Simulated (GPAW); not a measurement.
# BN (P6_3/mmc) in GPAW: settings compared, part 2 of 2

GPAW 26.7.0.

## Step 4: Relaxation of cell and atoms, PBEsol+D3(BJ)

Contents of run.py:

```python
from ase.calculators.mixing import SumCalculator
from ase.filters import FrechetCellFilter
from ase.io import read, write
from ase.optimize import LBFGS
from dftd3.ase import DFTD3
from gpaw import GPAW, PW, setup_paths

setup_paths.insert(0, '.')

atoms = read('BN.xyz')

calc = GPAW(mode=PW(800),
            xc='PBEsol',
            kpts={'size': (12, 12, 4), 'gamma': True},
            occupations={'name': 'fermi-dirac', 'width': 0.1},
            nbands=18,
            convergence={'density': 1e-05, 'forces': 0.0001},
            maxiter=150,
            txt='gpaw.txt')
atoms.calc = SumCalculator([calc, DFTD3(method='pbesol', damping='d3bj')])
opt = LBFGS(FrechetCellFilter(atoms), trajectory='relax.traj', logfile='-')
done = opt.run(fmax=0.05, steps=40)
calc.write('gs.gpw')
write('result.traj', atoms)
print('Converged:', done)
print('Cell:', atoms.cell.cellpar().round(4))
print('Volume:', round(atoms.get_volume(), 4))
print(atoms.get_scaled_positions().round(5))
```

Contents of BN.xyz:

```xyz
4
Lattice="2.4982400000 0.0000000000 0.0000000000 -1.2491200000 2.1635393048 0.0000000000 0.0000000000 0.0000000000 6.6357000000" Properties=species:S:1:pos:R:3 pbc="T T T"
N      1.2491200001      0.7211797682      1.6589250000
N     -0.0000000001      1.4423595366      4.9767750000
B      1.2491200001      0.7211797682      4.9767750000
B     -0.0000000001      1.4423595366      1.6589250000
```

Potentials or basis: PAW data sets generated in the run's folder for this functional, pw.

Run with:

```sh
$ gpaw-setup -f PBEsol B N
$ OMP_NUM_THREADS=1 python run.py
```

gpaw.txt:

```text
__  _  _
 | _ |_)|_||  |
 |__||  | ||/\| - 26.7.0

Input parameters:
  mode=PW(ecut=800.0),
  convergence={'density': 1e-05, 'forces': 0.0001},
  kpts=MonkhorstPack(size=(12, 12, 4), gamma=True),
  maxiter=150,
  nbands=18,
  occupations=Occupations(name='fermi-dirac', width=0.1),
  xc=XC(name='PBEsol')

Diagonalizing LCAO Hamiltonian
Converting LCAO to pw mode

        N B

        B N

Atoms  # Å, Bohr magnetons
|   | symbol |         x |        y |        z |    initial magnetic moments |
|---|--------|-----------|----------|----------|-----------------------------|
| 0 |      N |  1.249120 | 0.721180 | 1.658925 | ( 0.0000,  0.0000,  0.0000) |
| 1 |      N | -0.000000 | 1.442360 | 4.976775 | ( 0.0000,  0.0000,  0.0000) |
| 2 |      B |  1.249120 | 0.721180 | 4.976775 | ( 0.0000,  0.0000,  0.0000) |
| 3 |      B | -0.000000 | 1.442360 | 1.658925 | ( 0.0000,  0.0000,  0.0000) |

Unit cell  # Å
| periodic |         x |        y |        z |  lengths |     angles |
|----------|-----------|----------|----------|----------|------------|
|      yes |  2.498240 | 0.000000 | 0.000000 | 2.498240 |  90.000000 |
|      yes | -1.249120 | 2.163539 | 0.000000 | 2.498240 |  90.000000 |
|      yes |  0.000000 | 0.000000 | 6.635700 | 6.635700 | 120.000000 |

Number of symmetries: 12
Symmetry operations  # r_c * U_cc + t_c -> r_c
|    | kind |            matrix            |
|----|------|------------------------------|
|  0 |  σ   |  1, 1, 0,  0,-1, 0,  0, 0, 1 |
|  1 |  S6  |  1, 1, 0, -1, 0, 0,  0, 0,-1 |
|  2 |  E   |  1, 0, 0,  0, 1, 0,  0, 0, 1 |
|  3 |  C2  |  1, 0, 0, -1,-1, 0,  0, 0,-1 |
|  4 |  C2  |  0, 1, 0,  1, 0, 0,  0, 0,-1 |
|  5 |  C3  |  0, 1, 0, -1,-1, 0,  0, 0, 1 |
|  6 |  S6  |  0,-1, 0,  1, 1, 0,  0, 0,-1 |
|  7 |  σ   |  0,-1, 0, -1, 0, 0,  0, 0, 1 |
|  8 |  σ   | -1, 0, 0,  1, 1, 0,  0, 0, 1 |
[... 198 lines left out ...]
Stress tensor  # eV/Ang^3
|         x |         y |         z |
|-----------|-----------|-----------|
| -0.013045 |  0.000000 |  0.000000 |
|  0.000000 | -0.013045 |  0.000000 |
|  0.000000 |  0.000000 | -0.000011 |

Forces  # eV/Ang
|        x |       y |        z |
|----------|---------|----------|
| -0.00000 | 0.00000 | -0.00089 |  # N    0
|  0.00000 | 0.00000 |  0.00089 |  # N    1
| -0.00000 | 0.00000 | -0.00012 |  # B    2
| -0.00000 | 0.00000 |  0.00012 |  # B    3

Interpolating wave functions to new cell
[... 5 lines left out ...]
Atoms  # Å, Bohr magnetons
|   | symbol |         x |        y |        z |    initial magnetic moments |
[... 467 lines left out ...]

Stress tensor  # eV/Ang^3
|        x |         y |         z |
|----------|-----------|-----------|
| 0.011721 | -0.000000 |  0.000000 |
| 0.000000 |  0.011721 |  0.000000 |
| 0.000000 | -0.000000 | -0.004896 |

Forces  # eV/Ang
|        x |        y |        z |
|----------|----------|----------|
| -0.00000 |  0.00000 |  0.01010 |  # N    0
|  0.00000 |  0.00000 | -0.01010 |  # N    1
|  0.00000 |  0.00000 |  0.00969 |  # B    2
|  0.00000 | -0.00000 | -0.00969 |  # B    3
[... 171 lines left out ...]
SCF iterations
|iter     | |      energy | eigst |  dens |force |
|---------|-|-------------|-------|-------|------|
|iter:   1| |  -36.777359 | -1.92 |       |      |
|iter:   2| |  -36.776160 | -4.55 | -2.03 |      |
|iter:   3| |  -36.770840c| -3.36 | -2.07 |      |
|iter:   4| |  -36.770705c| -4.67 | -2.71 |      |
|iter:   5| |  -36.770704c| -5.60 | -3.18 |      |
|iter:   6| |  -36.770708c| -6.84 | -3.84 |      |
|iter:   7| |  -36.770708c| -7.59c| -4.74 |      |
|iter:   8| |  -36.770708c| -8.20c| -5.13c|      |
|iter:   9| |  -36.770708c| -8.56c| -5.45c|-3.94 |
|iter:  10| |  -36.770708c| -9.24c| -6.67c|-4.63c|

Converged in 10 steps
Energy contributions relative to reference atoms: (reference = -4283.654871)

Energy contributions:
  Kinetic:          35.951721
  Coulomb:         -36.415295
  Zero:              0.203775
  External:          0.000000
  Xc:              -36.510909
  Entropy:          -0.000000
  Spinorbit:         0.000000
  ----------------------------
  Free energy:     -36.770708
  Extrapolated:    -36.770708
[... 26 lines left out ...]
Gap: 4.079 eV
Transition (v -> c):
  (s=0, k=49, n=7, [0.42, 0.33, 0.00]) -> (s=0, k=66, n=8, [0.50, 0.50, 0.00])
Direct/indirect transitions are different
Direct gap: 4.457 eV
Transition at: (s=0, k=66, n=7, [0.50, 0.50, 0.00])

Stress tensor  # eV/Ang^3
|         x |        y |         z |
|-----------|----------|-----------|
|  0.012132 | 0.000000 |  0.000000 |
| -0.000000 | 0.012132 | -0.000000 |
|  0.000000 | 0.000000 | -0.006259 |

Forces  # eV/Ang
|        x |        y |        z |
|----------|----------|----------|
| -0.00000 |  0.00000 |  0.00930 |  # N    0
|  0.00000 |  0.00000 | -0.00930 |  # N    1
| -0.00000 | -0.00000 |  0.00831 |  # B    2
|  0.00000 |  0.00000 | -0.00831 |  # B    3
[... 225 lines left out ...]
Gap: 4.030 eV
Transition (v -> c):
  (s=0, k=49, n=7, [0.42, 0.33, 0.00]) -> (s=0, k=66, n=8, [0.50, 0.50, 0.00])
Direct/indirect transitions are different
Direct gap: 4.374 eV
Transition at: (s=0, k=66, n=7, [0.50, 0.50, 0.00])

Stress tensor  # eV/Ang^3
|        x |         y |         z |
|----------|-----------|-----------|
| 0.000149 | -0.000000 | -0.000000 |
| 0.000000 |  0.000149 | -0.000000 |
| 0.000000 | -0.000000 | -0.013316 |

Forces  # eV/Ang
|        x |        y |        z |
|----------|----------|----------|
| -0.00000 | -0.00000 | -0.00219 |  # N    0
|  0.00000 |  0.00000 |  0.00219 |  # N    1
|  0.00000 |  0.00000 | -0.00385 |  # B    2
| -0.00000 | -0.00000 |  0.00385 |  # B    3
[... 237 lines left out ...]
Forces  # eV/Ang
|        x |        y |        z |
|----------|----------|----------|
| -0.00000 | -0.00000 | -0.00458 |  # N    0
|  0.00000 |  0.00000 |  0.00458 |  # N    1
|  0.00000 |  0.00000 | -0.00604 |  # B    2
|  0.00000 |  0.00000 |  0.00604 |  # B    3

# Writing to gs.gpw (mode='')
```

stdout:

```text
Step          Energy          fmax
LBFGS:    0      -37.185907        0.104055
LBFGS:    1      -37.185995        0.103566
LBFGS:    2      -37.188275        0.206345
LBFGS:    3      -37.188313        0.209913
LBFGS:    4      -37.186304        0.108474
LBFGS:    5      -37.186812        0.032835
Converged: True
Cell: [  2.5004   2.5004   6.2355  90.      90.     120.    ]
Volume: 33.7604
[[0.66667 0.33333 0.24991]
 [0.33333 0.66667 0.75009]
 [0.66667 0.33333 0.75016]
 [0.33333 0.66667 0.24984]]
```

Run time: 4.2 min. Hardware: 1 thread of Arm Neoverse V1, shared host; peak memory 0.31 GiB.

Results:

```yaml
Free_energy: -37.1868 eV
Relaxed_volume: 8.44 Å³/atom
Relaxed_cell: a = 2.500 Å, b = 2.500 Å, c = 6.235 Å, α = 90.00°, β = 90.00°, γ = 120.00°
Space_group_after_relaxing_to_0.05_Å: P6_3/mmc (No. 194)
Energy_gained_by_relaxing: 0.2 meV/atom
Ionic_steps: 6
Pressure_after_relaxing: -0.4 GPa
Largest_force_after_relaxing: 0.006 eV/Å
Band_gap_on_the_k_mesh: 4.04 eV, indirect (least direct gap 4.39 eV)
Dispersion_energy_per_atom: -0.108 eV
```

Forces in eV/Å, atoms in the order of the input:
```
N    0.000  0.000 -0.005
N    0.000  0.000  0.005
B    0.000  0.000 -0.006
B    0.000  0.000  0.006
```

The path:
```csv
step,energy change (eV),largest force (eV/Å),pressure (GPa),volume (Å³)
1,0.0000,0.0009,-0.43,35.87
2,-0.0001,0.0007,-0.47,35.86
3,-0.0024,0.0101,-2.89,35.07
4,-0.0024,0.0093,-2.88,34.85
5,-0.0004,0.0039,-1.33,33.80
6,-0.0009,0.0061,-0.39,33.76
```

Final structure:
```
N B
1.0
     2.50036    0.00000    0.00000
    -1.25018    2.16538    0.00000
     0.00000    0.00000    6.23549
N B
2 2
Direct
  0.66667 0.33333 0.24991
  0.33333 0.66667 0.75009
  0.66667 0.33333 0.75016
  0.33333 0.66667 0.24984
```

Levels at points of the mesh, in eV from the valence-band top:
| k point | band 5 | band 6 | band 7 | band 8 | band 9 | band 10 | band 11 | band 12 |
| --- | --- | --- | --- | --- | --- | --- | --- | --- |
| (0.00, 0.00, 0.00) | -1.37 | -1.37 | -1.30 | -1.30 | 5.46 | 10.88 | 11.45 | 11.45 |
| (0.00, 0.00, 0.50) | -1.34 | -1.34 | -1.34 | -1.34 | 8.22 | 8.22 | 11.55 | 11.55 |
| (0.50, 0.50, 0.00) | -4.22 | -4.11 | -1.77 | -0.35 | 4.04 | 5.87 | 9.51 | 9.81 |
| (0.50, 0.50, 0.50) | -4.17 | -4.17 | -1.01 | -1.00 | 4.57 | 4.58 | 9.89 | 9.89 |

Caveat: later steps reuse the first step's grids. A k mesh can miss the band edges.

## Step 5: Overview

| task | level | potentials or basis | cell | smearing | optimizer | fmax | max steps | convergence | gap on the mesh (eV) | pressure (GPa) |
| --- | --- | --- | --- | --- | --- | --- | --- | --- | --- | --- |
| single point | PBE | GPAW PAW data sets (gpaw-data 1.2.1), pw | as given | gaussian 0.02 eV | - | - | - | - | 4.29 | 4.3 |
| single point | RPBE | the program's PAW data sets (release 1.2.1) made for this functional, pw | as given | gaussian 0.05 eV | - | - | - | - | 4.40 | 8.3 |
| relaxation of cell and atoms | PBEsol+D3(BJ) | PAW data sets generated in the run's folder for this functional, pw | relaxed | fermi-dirac 0.1 eV | LBFGS | 0.05 eV/Å | 40 | density=1e-05 forces=0.0001 | 4.04 | -0.4 |

Alike in all rows: no spin polarisation; k mesh 12 × 12 × 4; cutoff (eV) 800.

Caveats: this functional lacks dispersion, which binds the layers, so the pressure and a relaxed spacing across them are unreliable (some runs); later steps reuse the first step's grids (some runs).

Absolute energies hang on the potentials; compare differences alone.
